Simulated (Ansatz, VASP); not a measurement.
This is a calculation of SnO2 for VASP 6.6.1.

INCAR

```
SYSTEM = SnO2
ALGO = Fast
EDIFF = 1E-6
ENCUT = 520
ISIF = 2
ISMEAR = -1
LASPH = .True.
LCHARG = .False.
LREAL = .False.
LWAVE = .False.
NELM = 100
PREC = Accurate
SIGMA = 0.05
```

File KPOINTS:

```
k-points
0
Gamma
  5 5 5
  0 0 0
```

Contents of POSCAR:

```
SnO2
1.0
   -3.2488970000      3.4144700000      3.4140210000
    3.2488970000     -3.4144700000      3.4140210000
    3.2488970000      3.4144700000     -3.4140210000
Sn O
4 8
Direct
    0.5000000000      0.0000000000      0.0000000000
    0.5000000000      0.5000000000      0.5000000000
    0.0035990000      0.7535990000      0.2500000000
    0.9964010000      0.2464010000      0.7500000000
    0.8064960000      0.8037740000      0.4972780000
    0.8064960000      0.3092180000      0.0027220000
    0.3024350000      0.2459400000      0.0564950000
    0.6894450000      0.2459400000      0.4435050000
    0.3105550000      0.7540600000      0.5564950000
    0.1935040000      0.6907820000      0.9972780000
    0.6975650000      0.7540600000      0.9435050000
    0.1935040000      0.1962260000      0.5027220000
```

KPOINTS_OPT

```
path GXLTWRX1ZGYSW,L1Y,Y1Z
10
line-mode
reciprocal
 0.0000000000  0.0000000000  0.0000000000  G
 0.4763420746 -0.4763420746 -0.4763420746  X

 0.4763420746 -0.4763420746 -0.4763420746  X
 0.4762763294 -0.4764078199 -0.4762763294  L

 0.4762763294 -0.4764078199 -0.4762763294  L
 0.0000000000 -0.5000000000  0.0000000000  T

 0.0000000000 -0.5000000000  0.0000000000  T
-0.2500000000 -0.2500000000 -0.2500000000  W

-0.2500000000 -0.2500000000 -0.2500000000  W
 0.0000000000  0.0000000000 -0.5000000000  R

 0.0000000000  0.0000000000 -0.5000000000  R
-0.4763420746  0.4763420746 -0.5236579254  X1

-0.4763420746  0.4763420746 -0.5236579254  X1
-0.5000000000  0.5000000000 -0.5000000000  Z

-0.5000000000  0.5000000000 -0.5000000000  Z
 0.0000000000  0.0000000000  0.0000000000  G

 0.0000000000  0.0000000000  0.0000000000  G
-0.4999342547 -0.4999342547  0.4999342547  Y

-0.4999342547 -0.4999342547  0.4999342547  Y
-0.5000000000  0.0000000000  0.0000000000  S

-0.5000000000  0.0000000000  0.0000000000  S
-0.2500000000 -0.2500000000 -0.2500000000  W

-0.4762763294 -0.5235921801  0.4762763294  L1
-0.4999342547 -0.4999342547  0.4999342547  Y

-0.5000657453  0.4999342547 -0.4999342547  Y1
-0.5000000000  0.5000000000 -0.5000000000  Z
```

Potentials or basis: VASP PAW LDA potentials, release 64 (Sn_d, O).

Command:

```console
$ cat potpaw_LDA.64/Sn_d/POTCAR potpaw_LDA.64/O/POTCAR > POTCAR
$ mpirun -np 1 vasp_std > vasp.out
```

**Question.** Set up the same calculation for Ansatz 0.2.0. Potentials there: Ansatz PAW.

**Answer.** As run (the cutoff follows the program's own potentials):

input.yaml

```yaml
crystal:
  lattice:
    - [-3.248897, 3.41447, 3.414021]
    - [3.248897, -3.41447, 3.414021]
    - [3.248897, 3.41447, -3.414021]
  atoms:
    - { symbol: Sn, position: [0.5, 0.0, 0.0] }
    - { symbol: Sn, position: [0.5, 0.5, 0.5] }
    - { symbol: Sn, position: [0.003599, 0.753599, 0.25] }
    - { symbol: Sn, position: [0.996401, 0.246401, 0.75] }
    - { symbol: O, position: [0.806496, 0.803774, 0.497278] }
    - { symbol: O, position: [0.806496, 0.309218, 0.002722] }
    - { symbol: O, position: [0.302435, 0.24594, 0.056495] }
    - { symbol: O, position: [0.689445, 0.24594, 0.443505] }
    - { symbol: O, position: [0.310555, 0.75406, 0.556495] }
    - { symbol: O, position: [0.193504, 0.690782, 0.997278] }
    - { symbol: O, position: [0.697565, 0.75406, 0.943505] }
    - { symbol: O, position: [0.193504, 0.196226, 0.502722] }
hamiltonian:
  xc: lda
  pseudopotentials: { kind: paw }
kpoints:
  mp_grid: { grid: [5, 5, 5] }
  band_path:
    path:
      - [[0.0, 0.0, 0.0], [0.4763420746, -0.4763420746, -0.4763420746], [0.4762763294, -0.4764078199, -0.4762763294], [0.0, -0.5, 0.0], [-0.25, -0.25, -0.25], [0.0, 0.0, -0.5], [-0.4763420746, 0.4763420746, -0.5236579254], [-0.5, 0.5, -0.5], [0.0, 0.0, 0.0], [-0.4999342547, -0.4999342547, 0.4999342547], [-0.5, 0.0, 0.0], [-0.25, -0.25, -0.25]]
      - [[-0.4762763294, -0.5235921801, 0.4762763294], [-0.4999342547, -0.4999342547, 0.4999342547]]
      - [[-0.5000657453, 0.4999342547, -0.4999342547], [-0.5, 0.5, -0.5]]
    npoints: 10
scf:
  occupations: { method: fermi_dirac, width: 0.05 }
  n_extra_bands: 30
output:
  forces: true
  stress: true
  eigenvalues: true
  fatbands: true
```

Potentials or basis: Ansatz PAW.

Run with:

```sh
$ ansatz run input.yaml --threads 4 --pin off --max-ram 11264MiB --backend cpu --events-out ev --progress --plain --runs-dir out
```

Both were run:

|  | VASP | Ansatz | Ansatz less VASP |
| --- | --- | --- | --- |
| gap on the k mesh at the Fermi level (eV) | 0.51 | 0.48 | -0.031 |
| least direct gap on the mesh (eV) | 0.51 | 0.48 | -0.031 |
| gap along the band path (eV) | 0.51 | 0.48 | -0.031 |
| pressure (GPa) | -10.6 | -11.5 | -0.81 |
| largest component of the traceless stress (GPa) | 1.38 | 1.64 | +0.267 |
| rms of the force components (eV/Å) | 0.061 | 0.070 | +0.0091 |

Atom by atom the forces differ by 0.010 eV/Å (rms over components).

Caveats: spin-orbit coupling is left out, which moves the levels of the heavy elements; the pressure holds a Pulay correction of +1.1 GPa for the finite cutoff (Ansatz); the PAW data sets come from PBE, with cores solved anew for the run's functional, which leaves a small shift of forces and pressure (Ansatz). Expect the measured gap to be larger: semilocal functionals such as LDA lack the derivative discontinuity.
